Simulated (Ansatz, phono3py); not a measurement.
# Scattering channels in AlAs (F-43m), one at a time

Aim: with force constants in hand, see how mesh, solver, isotopes and boundaries change the conductivity of AlAs.

Measurements to reproduce:
- thermal conductivity 98 W/m/K near room temperature (given in “Combining the AFLOW GIBBS and Elastic Libraries to efficiently and robustly screen thermo-mechanical properties of solids”, 2017, arXiv:1611.05714)

Program: phono3py 4.10.0. Level of theory: DFT LDA, scalar-relativistic, plane waves, PAW; PAW set soft_1; phono3py on Ansatz's force constants. Results are calculated unless marked as measured.

**1. The starting structure**

Symmetry: F-43m, No. 216, cubic system. Conventional cell: a = 5.629 Å, b = 5.629 Å, c = 5.629 Å, α = 90.00°, β = 90.00°, γ = 90.00°. Nearest to Al lie 4 As at 2.44 Å. As has 4 Al at 2.44 Å nearest. Farther neighbours are not listed.

**2. Relaxation-time solution**

The base run: each mode relaxes on its own with natural isotopes, and rates are split into normal and umklapp parts.

Input file phono3py.yaml:

```yaml
phono3py:
  version: "4.10.0"
  frequency_unit_conversion_factor: 15.633302
  symmetry_tolerance: 1.00000e-05

physical_unit:
  atomic_mass: "AMU"
  length: "angstrom"

space_group:
  type: "F-43m"
  number: 216
  Hall_symbol: "F -4 2 3"

primitive_matrix:
- [  1.000000000000000,  0.000000000000000,  0.000000000000000 ]
- [  0.000000000000000,  1.000000000000000,  0.000000000000000 ]
- [  0.000000000000000,  0.000000000000000,  1.000000000000000 ]

supercell_matrix:
- [   3,   0,   0 ]
- [   0,   3,   0 ]
- [   0,   0,   3 ]

# [primitive_cell block left out]
unit_cell:
  lattice:
  - [     0.000000000000000,     2.814436708000000,     2.814436708000000 ] # a
  - [     2.814436708000000,     0.000000000000000,     2.814436708000000 ] # b
  - [     2.814436708000000,     2.814436708000000,     0.000000000000000 ] # c
  points:
  - symbol: Al # 1
    coordinates: [  0.000000000000000,  0.000000000000000,  0.000000000000000 ]
    mass: 26.981538
    reduced_to: 1
  - symbol: As # 2
    coordinates: [  0.250000000000000,  0.250000000000000,  0.250000000000000 ]
    mass: 74.921595
    reduced_to: 2

# [supercell block left out]
phonon_supercell_matrix:
- [   6,   0,   0 ]
- [   0,   6,   0 ]
- [   0,   0,   6 ]

# [phonon_primitive_cell block left out]
# [phonon_supercell block left out]
nac:
  born_effective_charge:
  - # 1 (Al)
    - [  2.148050714916756,  0.000000000000000,  0.000000000000000 ]
    - [  0.000000000000000,  2.148050714916756,  0.000000000000000 ]
    - [  0.000000000000000,  0.000000000000000,  2.148050714916756 ]
  - # 2 (As)
    - [ -2.148050714916756,  0.000000000000000,  0.000000000000000 ]
    - [  0.000000000000000, -2.148050714916756,  0.000000000000000 ]
    - [  0.000000000000000,  0.000000000000000, -2.148050714916756 ]
  dielectric_constant:
    - [  9.438149174788510,  0.000000000000000,  0.000000000000000 ]
    - [  0.000000000000000,  9.438149174788506,  0.000000000000000 ]
    - [  0.000000000000000,  0.000000000000000,  9.438149174788510 ]
  unit_conversion_factor: 14.399645
```

On the command line:

```bash
phono3py phono3py.yaml --mesh 19 19 19 --br --isotope --nu --ts 100 150 200 300 400 500 600 800
```

Output:

```text
Rust backend (phonors) using rayon (8 threads).
Running in phono3py.load mode.
Spglib version 2.8.0
----------------------------- General settings -----------------------------
Run mode: conductivity-RTA
HDF5 data compression filter: gzip
Crystal structure was read from "phono3py.yaml".
Supercell (dim): [3 3 3]
Phonon supercell (dim-fc2): [6 6 6]
Primitive matrix:
  [1. 0. 0.]
  [0. 1. 0.]
  [0. 0. 1.]
Spacegroup: F-43m (216)
Use -v option to watch primitive cell, unit cell, and supercell structures.
NAC parameters were read from "phono3py.yaml".
fc3 was read from "fc3.hdf5".
fc2 was read from "fc2.hdf5".
----------------------------- Force constants ------------------------------
Max drift of fc3: 0.00000000 (zzz) 0.00000000 (zzz) 0.00000000 (zzz)
Max drift of fc2: 0.00000000 (yy) 0.00000000 (yy)
--------------------------- Calculation settings ---------------------------
Non-analytical term correction (NAC): True
NAC unit conversion factor:  14.39964
BZ integration: Tetrahedron-method
Temperature:  100.0  150.0  200.0  300.0  400.0 ... 800.0
Cutoff frequency: 0.01
Mesh sampling: [ 19 19 19 ]
Generating grid system ... [ 19 19 19 ]
fc3-r2q-transformation over three atoms: True
--------------------------- Phonon calculations ----------------------------
Use NAC by Gonze et al. (no real space sum in current implementation)
  PRB 50, 13035(R) (1994), PRB 55, 10355 (1997)
  G-cutoff distance: 1.17, Number of G-points: 307, Lambda: 0.37
Running harmonic phonon calculations...
-------------------- Lattice thermal conductivity (RTA) --------------------
Running heat capacity calculations...
Running velocity calculations...
Running isotope scattering calculations with tetrahedron method...
======================= Grid point 0 (1/220) =======================
q-point: ( 0.00  0.00  0.00)
Boundary mean free path (millimeter): 1000.000
Mass variance parameters: 0.00e+00 0.00e+00
Number of triplets: 220
Frequency     group velocity (x, y, z)     |gv|
  -0.000   (   0.000    0.000    0.000)    0.000
  -0.000   (   0.000    0.000    0.000)    0.000
  -0.000   (   0.000    0.000    0.000)    0.000
  10.749   (   0.000    0.000    0.000)    0.000
  10.749   (   0.000    0.000    0.000)    0.000
  10.749   (   0.000    0.000   -0.000)    0.000
======================= Grid point 1 (2/220) =======================
q-point: ( 0.05  0.00  0.00)
Boundary mean free path (millimeter): 1000.000
Mass variance parameters: 0.00e+00 0.00e+00
Number of triplets: 670
Frequency     group velocity (x, y, z)     |gv|
   0.469   ( -16.473   16.473   16.473)   28.531
   0.469   ( -16.473   16.473   16.473)   28.531
   1.026   ( -36.045   36.045   36.045)   62.431
  10.730   (   1.355   -1.355   -1.355)    2.347
  10.730   (   1.355   -1.355   -1.355)    2.347
  11.824   (   0.618   -0.618   -0.618)    1.071
[217 grid points left out]
======================= Grid point 1647 (220/220) =======================
q-point: (-0.26  0.47  0.21)
Boundary mean free path (millimeter): 1000.000
Mass variance parameters: 0.00e+00 0.00e+00
Number of triplets: 1810
Frequency     group velocity (x, y, z)     |gv|
   3.641   (  10.204    4.465   -0.000)   11.138
   3.959   (  -5.456    1.110    0.000)    5.567
   5.819   (   0.378   -2.165    0.000)    2.198
  10.023   (   4.693   -0.372   -0.000)    4.707
  10.117   (  -3.032    5.741   -0.000)    6.492
  10.260   (  -4.224   -8.706    0.000)    9.677
=================== End of collection of collisions ===================
----------- Thermal conductivity (W/m-k) with tetrahedron method -----------
#  T(K)        xx         yy         zz         yz         xz         xy
  100.0     354.899    354.899    354.899     -0.000      0.000      0.000
  150.0     195.849    195.849    195.849     -0.000      0.000      0.000
  200.0     137.336    137.336    137.336     -0.000      0.000      0.000
  300.0      87.467     87.467     87.467     -0.000      0.000      0.000
  400.0      64.620     64.620     64.620     -0.000      0.000      0.000
  500.0      51.350     51.350     51.350     -0.000      0.000      0.000
  600.0      42.639     42.639     42.639     -0.000      0.000      0.000
  800.0      31.867     31.867     31.867     -0.000      0.000      0.000

Thermal conductivity related properties were written into
"kappa-m191919.hdf5".
Summary of calculation was written in "phono3py.yaml".
```

It took 27 s on 8 threads of Arm Neoverse V1, shared host; peak memory 0.23 GiB.

Numbers from this step:

* κ at 300 K: 87.47 W/m/K
* κ xx, yy, zz at 300 K: 87.47, 87.47, 87.47 W/m/K
* normal share of three-phonon scattering at 300 K: 0.403

W/m/K. Kappa, by row:

| T (K) | xx | yy | zz | yz | xz | xy |
| --- | --- | --- | --- | --- | --- | --- |
| 100 | 354.9 | 354.9 | 354.9 | 0 | 0 | 0 |
| 150 | 195.8 | 195.8 | 195.8 | 0 | 0 | 0 |
| 200 | 137.3 | 137.3 | 137.3 | 0 | 0 | 0 |
| 300 | 87.47 | 87.47 | 87.47 | 0 | 0 | 0 |
| 400 | 64.62 | 64.62 | 64.62 | 0 | 0 | 0 |
| 500 | 51.35 | 51.35 | 51.35 | 0 | 0 | 0 |
| 600 | 42.64 | 42.64 | 42.64 | 0 | 0 | 0 |
| 800 | 31.87 | 31.87 | 31.87 | 0 | 0 | 0 |

The lattice thermal conductivity, xx by temperature:

| temperature (K) | lattice thermal conductivity, xx (W/m/K) |
| --- | --- |
| 100 | 355 |
| 150 | 196 |
| 200 | 137 |
| 300 | 87.5 |
| 400 | 64.6 |
| 500 | 51.4 |
| 600 | 42.6 |
| 800 | 31.9 |

The mean scattering rate at 300 K by frequency:

| frequency (THz) | normal (1/ps) | umklapp (1/ps) |
| --- | --- | --- |
| 0.25 | 0.00125 | 1.0e-4 |
| 0.74 | 0.00295 | 3.5e-4 |
| 1.23 | 0.00323 | 4.5e-4 |
| 1.73 | 0.00412 | 0.00225 |
| 2.22 | 0.00538 | 0.0082 |
| 2.72 | 0.00702 | 0.0174 |
| 3.21 | 0.0078 | 0.0176 |
| 3.70 | 0.00721 | 0.0133 |
| 4.20 | 0.0174 | 0.0267 |
| 4.69 | 0.0589 | 0.0452 |
| 5.19 | 0.0719 | 0.0859 |
| 5.68 | 0.0532 | 0.129 |
| 6.17 | 0.063 | 0.15 |
| 6.67 | - | - |
| 7.16 | - | - |
| 7.66 | - | - |
| 8.15 | - | - |
| 8.64 | - | - |
| 9.14 | - | - |
| 9.63 | - | - |
| 10.13 | 0.0211 | 0.0281 |
| 10.62 | 0.0269 | 0.0206 |
| 11.11 | 0.0387 | 0.086 |
| 11.61 | 0.0905 | 0.177 |

The base value at 300 K is 87.5 W/(m K).

The lattice thermal conductivity, xx is 87.5 W/m/K at 300 K, going as T^-1.1 above 200 K.

**3. Two programs, one set of constants**

This step: DFT LDA, scalar-relativistic, plane waves, PAW; PAW set soft_1 (Ansatz 0.2.0).

Ansatz's figure includes its coherence part. Comparison, by row:

| T (K) | Ansatz RTA (W/m/K) | phono3py RTA (W/m/K) | difference (%) |
| --- | --- | --- | --- |
| 100 | 357.5 | 354.9 | -0.73 |
| 150 | 197.3 | 195.8 | -0.76 |
| 200 | 138.3 | 137.3 | -0.72 |
| 300 | 88.13 | 87.47 | -0.75 |
| 400 | 65.13 | 64.62 | -0.78 |
| 500 | 51.78 | 51.35 | -0.83 |
| 600 | 43.01 | 42.64 | -0.86 |
| 800 | 32.16 | 31.87 | -0.9 |

**4. Without isotopes, third order supercell 3×3×3, supercell 6×6×6**

Leaving out the isotope term shows how much the natural mass disorder scatters.

This step: DFT LDA, scalar-relativistic, plane waves, PAW; PAW set soft_1; phono3py on Ansatz's force constants (phono3py 4.10.0).

phono3py.yaml is that of step 2.

On the command line:

```bash
phono3py phono3py.yaml --mesh 19 19 19 --br --ts 100 150 200 300 400 500 600 800
```

Output:

```text
[banner, memory and clock lines left out]
Rust backend (phonors) using rayon (8 threads).
Running in phono3py.load mode.
Spglib version 2.8.0
----------------------------- General settings -----------------------------
Run mode: conductivity-RTA
HDF5 data compression filter: gzip
Crystal structure was read from "phono3py.yaml".
Supercell (dim): [3 3 3]
Phonon supercell (dim-fc2): [6 6 6]
Primitive matrix:
  [1. 0. 0.]
  [0. 1. 0.]
  [0. 0. 1.]
Spacegroup: F-43m (216)
Use -v option to watch primitive cell, unit cell, and supercell structures.
NAC parameters were read from "phono3py.yaml".
fc3 was read from "fc3.hdf5".
fc2 was read from "fc2.hdf5".
----------------------------- Force constants ------------------------------
Max drift of fc3: 0.00000000 (zzz) 0.00000000 (zzz) 0.00000000 (zzz)
Max drift of fc2: 0.00000000 (yy) 0.00000000 (yy)
--------------------------- Calculation settings ---------------------------
Non-analytical term correction (NAC): True
NAC unit conversion factor:  14.39964
BZ integration: Tetrahedron-method
Temperature:  100.0  150.0  200.0  300.0  400.0 ... 800.0
Cutoff frequency: 0.01
Mesh sampling: [ 19 19 19 ]
Generating grid system ... [ 19 19 19 ]
fc3-r2q-transformation over three atoms: True
--------------------------- Phonon calculations ----------------------------
  PRB 50, 13035(R) (1994), PRB 55, 10355 (1997)
  G-cutoff distance: 1.17, Number of G-points: 307, Lambda: 0.37
Running harmonic phonon calculations...
-------------------- Lattice thermal conductivity (RTA) --------------------
Running heat capacity calculations...
Running velocity calculations...
======================= Grid point 0 (1/220) =======================
q-point: ( 0.00  0.00  0.00)
Boundary mean free path (millimeter): 1000.000
Number of triplets: 220
Frequency     group velocity (x, y, z)     |gv|
  -0.000   (   0.000    0.000    0.000)    0.000
  -0.000   (   0.000    0.000    0.000)    0.000
  -0.000   (   0.000    0.000    0.000)    0.000
  10.749   (   0.000    0.000    0.000)    0.000
  10.749   (   0.000    0.000    0.000)    0.000
  10.749   (   0.000    0.000   -0.000)    0.000
======================= Grid point 1 (2/220) =======================
q-point: ( 0.05  0.00  0.00)
Boundary mean free path (millimeter): 1000.000
Number of triplets: 670
Frequency     group velocity (x, y, z)     |gv|
   0.469   ( -16.473   16.473   16.473)   28.531
   0.469   ( -16.473   16.473   16.473)   28.531
   1.026   ( -36.045   36.045   36.045)   62.431
  10.730   (   1.355   -1.355   -1.355)    2.347
  10.730   (   1.355   -1.355   -1.355)    2.347
  11.824   (   0.618   -0.618   -0.618)    1.071
[217 grid points left out]
======================= Grid point 1647 (220/220) =======================
q-point: (-0.26  0.47  0.21)
Boundary mean free path (millimeter): 1000.000
Number of triplets: 1810
Frequency     group velocity (x, y, z)     |gv|
   3.641   (  10.204    4.465   -0.000)   11.138
   3.959   (  -5.456    1.110    0.000)    5.567
   5.819   (   0.378   -2.165    0.000)    2.198
  10.023   (   4.693   -0.372   -0.000)    4.707
  10.117   (  -3.032    5.741   -0.000)    6.492
  10.260   (  -4.224   -8.706    0.000)    9.677
=================== End of collection of collisions ===================
----------- Thermal conductivity (W/m-k) with tetrahedron method -----------
#  T(K)        xx         yy         zz         yz         xz         xy
  100.0     354.899    354.899    354.899     -0.000      0.000      0.000
  150.0     195.849    195.849    195.849     -0.000      0.000      0.000
  200.0     137.336    137.336    137.336     -0.000      0.000      0.000
  300.0      87.467     87.467     87.467     -0.000      0.000      0.000
  400.0      64.620     64.620     64.620     -0.000      0.000      0.000
  500.0      51.350     51.350     51.350     -0.000      0.000      0.000
  600.0      42.639     42.639     42.639     -0.000      0.000      0.000
  800.0      31.867     31.867     31.867     -0.000      0.000      0.000

Thermal conductivity related properties were written into
"kappa-m191919.hdf5".
Summary of calculation was written in "phono3py.yaml".
```

Run time: 23 s. Hardware: 8 threads; peak memory 0.23 GiB.

W/m/K. Kappa, by row:

(Unchanged from step 2.)

Nothing changes, since the natural mass variance of these elements is zero or negligible.

**5. Another q-mesh, third order supercell 3×3×3, supercell 6×6×6**

The q-mesh of the transport sums changes, with the same scattering terms.

phono3py.yaml is that of step 4.

On the command line:

```bash
phono3py phono3py.yaml --mesh 5 5 5 --br --isotope --ts 100 300 600
```

Output:

```text
[banner, memory and clock lines left out]
Rust backend (phonors) using rayon (8 threads).
Running in phono3py.load mode.
Spglib version 2.8.0
----------------------------- General settings -----------------------------
Run mode: conductivity-RTA
HDF5 data compression filter: gzip
Crystal structure was read from "phono3py.yaml".
Supercell (dim): [3 3 3]
Phonon supercell (dim-fc2): [6 6 6]
Primitive matrix:
  [1. 0. 0.]
  [0. 1. 0.]
  [0. 0. 1.]
Spacegroup: F-43m (216)
Use -v option to watch primitive cell, unit cell, and supercell structures.
NAC parameters were read from "phono3py.yaml".
fc3 was read from "fc3.hdf5".
fc2 was read from "fc2.hdf5".
----------------------------- Force constants ------------------------------
Max drift of fc3: 0.00000000 (zzz) 0.00000000 (zzz) 0.00000000 (zzz)
Max drift of fc2: 0.00000000 (yy) 0.00000000 (yy)
--------------------------- Calculation settings ---------------------------
Non-analytical term correction (NAC): True
NAC unit conversion factor:  14.39964
BZ integration: Tetrahedron-method
Temperature:  100.0  300.0  600.0
Cutoff frequency: 0.01
Mesh sampling: [ 5 5 5 ]
Generating grid system ... [ 5 5 5 ]
fc3-r2q-transformation over three atoms: True
--------------------------- Phonon calculations ----------------------------
  PRB 50, 13035(R) (1994), PRB 55, 10355 (1997)
  G-cutoff distance: 1.17, Number of G-points: 307, Lambda: 0.37
Running harmonic phonon calculations...
-------------------- Lattice thermal conductivity (RTA) --------------------
Running heat capacity calculations...
Running velocity calculations...
Running isotope scattering calculations with tetrahedron method...
======================= Grid point 0 (1/10) =======================
q-point: ( 0.00  0.00  0.00)
Boundary mean free path (millimeter): 1000.000
Mass variance parameters: 0.00e+00 0.00e+00
Number of triplets: 10
Frequency     group velocity (x, y, z)     |gv|
  -0.000   (   0.000    0.000    0.000)    0.000
  -0.000   (   0.000    0.000    0.000)    0.000
  -0.000   (   0.000    0.000    0.000)    0.000
  10.749   (   0.000    0.000    0.000)    0.000
  10.749   (   0.000    0.000    0.000)    0.000
  10.749   (   0.000    0.000   -0.000)    0.000
======================= Grid point 1 (2/10) =======================
q-point: ( 0.20  0.00  0.00)
Boundary mean free path (millimeter): 1000.000
Mass variance parameters: 0.00e+00 0.00e+00
Number of triplets: 19
Frequency     group velocity (x, y, z)     |gv|
   1.569   ( -10.105   10.105   10.105)   17.503
   1.569   ( -10.105   10.105   10.105)   17.503
   3.611   ( -29.405   29.405   29.405)   50.932
  10.544   (   2.433   -2.433   -2.433)    4.214
  10.544   (   2.433   -2.433   -2.433)    4.214
  11.646   (   4.182   -4.182   -4.182)    7.244
[7 grid points left out]
======================= Grid point 40 (10/10) =======================
q-point: ( 0.60  0.40  0.20)
Boundary mean free path (millimeter): 1000.000
Mass variance parameters: 0.00e+00 0.00e+00
Number of triplets: 39
Frequency     group velocity (x, y, z)     |gv|
   3.371   (  -0.000    0.910   12.106)   12.140
   3.843   (  -0.000   14.291    2.012)   14.432
   5.716   (   0.000   -0.366    8.690)    8.697
   9.955   (  -0.000   -0.202   -0.801)    0.826
  10.247   (  -0.000    5.911   -3.956)    7.112
  10.466   (   0.000  -16.963   -4.629)   17.583
=================== End of collection of collisions ===================
----------- Thermal conductivity (W/m-k) with tetrahedron method -----------
#  T(K)        xx         yy         zz         yz         xz         xy
  100.0     260.783    260.783    260.783     -0.000     -0.000      0.000
  300.0      94.410     94.410     94.410     -0.000     -0.000      0.000
  600.0      47.819     47.819     47.819     -0.000     -0.000      0.000

Thermal conductivity related properties were written into
"kappa-m555.hdf5".
Summary of calculation was written in "phono3py.yaml".
```

Wall time 2.1 s (8 threads); peak memory 0.23 GiB.

This step gave:

- κ at 300 K: 94.41 W/m/K
- κ xx, yy, zz at 300 K: 94.41, 94.41, 94.41 W/m/K

W/m/K. Kappa, by row:

| T (K) | xx | yy | zz | yz | xz | xy |
| --- | --- | --- | --- | --- | --- | --- |
| 100 | 260.8 | 260.8 | 260.8 | 0 | 0 | 0 |
| 300 | 94.41 | 94.41 | 94.41 | 0 | 0 | 0 |
| 600 | 47.82 | 47.82 | 47.82 | 0 | 0 | 0 |

κ at 300 K goes from 87.5 in the base run to 94.4 W/(m K).

**6. Another q-mesh, third order supercell 3×3×3, supercell 6×6×6 (run 2)**

The q-mesh of the transport sums changes, with the same scattering terms.

phono3py.yaml is that of step 5.

On the command line:

```bash
phono3py phono3py.yaml --mesh 7 7 7 --br --isotope --ts 100 300 600
```

Output:

```text
[banner, memory and clock lines left out]
Rust backend (phonors) using rayon (8 threads).
Running in phono3py.load mode.
Spglib version 2.8.0
----------------------------- General settings -----------------------------
Run mode: conductivity-RTA
HDF5 data compression filter: gzip
Crystal structure was read from "phono3py.yaml".
Supercell (dim): [3 3 3]
Phonon supercell (dim-fc2): [6 6 6]
Primitive matrix:
  [1. 0. 0.]
  [0. 1. 0.]
  [0. 0. 1.]
Spacegroup: F-43m (216)
Use -v option to watch primitive cell, unit cell, and supercell structures.
[...]
10.089   (  -0.456    5.676   -0.000)    5.694
  10.456   (  -7.780  -11.891    0.000)   14.210
=================== End of collection of collisions ===================
----------- Thermal conductivity (W/m-k) with tetrahedron method -----------
#  T(K)        xx         yy         zz         yz         xz         xy
  100.0     250.852    250.852    250.852     -0.000     -0.000      0.000
  300.0      74.367     74.367     74.367     -0.000     -0.000      0.000
  600.0      36.907     36.907     36.907     -0.000     -0.000      0.000

Thermal conductivity related properties were written into
"kappa-m777.hdf5".
Summary of calculation was written in "phono3py.yaml".
```

It took 2.2 s on 8 threads; peak memory 0.23 GiB.

κ at 300 K goes from 87.5 in the base run to 74.4 W/(m K).

(Continued in part 2 of 4.)

[Logs are printed without paths, hosts, clocks, repeated set-up lines and the standing remarks that a program may print on its own settings, such as how far it seeks lower states.]

[Hosts, paths, dates, database ids (printed as entryN), source tags and the programs' standing remarks are cut or masked in the printed files.]

[A step with changed settings may run another functional than the one named; its input shows which.]

[Pressures of single members of a volume series are the stress at the run's cutoff; with an incomplete basis they can lie off −dE/dV of the same runs, and they are not shown converged.]
